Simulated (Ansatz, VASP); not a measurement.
**Co in VASP and in Ansatz**

```xyz
2
Lattice="2.4720 0.0000 0.0000 -1.2360 2.1408 0.0000 0.0000 0.0000 4.0211" Properties=species:S:1:pos:R:3 pbc="T T T"
Co    1.2360    0.7136    3.0159
Co    0.0000    1.4272    1.0053
```

Alike in both runs: task single point; functional PBE; k mesh 12 × 12 × 7; occupations gaussian, width 0.015 eV; collinear spin.

|  | VASP | Ansatz |
| --- | --- | --- |
| version | VASP 6.6.1 | Ansatz 0.2.0 |
| potentials or method | VASP PAW PBE potentials, release 64 (Co), cutoff 520 eV | all-electron LAPW, scalar-relativistic |

|  | VASP | Ansatz | Ansatz less VASP |
| --- | --- | --- | --- |
| gap on the k mesh at the Fermi level (eV) | none | none | - |
| pressure (GPa) | 4.0 | 4.6 | +0.68 |
| largest component of the traceless stress (GPa) | 2.23 | 2.30 | +0.070 |
| net moment per atom (μB) | 1.61 | 1.61 | +0.003 |
| size of the moment on the site where the two differ most (μB) | 1.62 | 1.66 | +0.039 |

Site moments also hang on the region over which each program counts them. A gap of «none» marks a metal or a gap that the smearing closes. Ansatz ran all-electron here, so the differences hold the error of VASP's frozen core and of both bases.
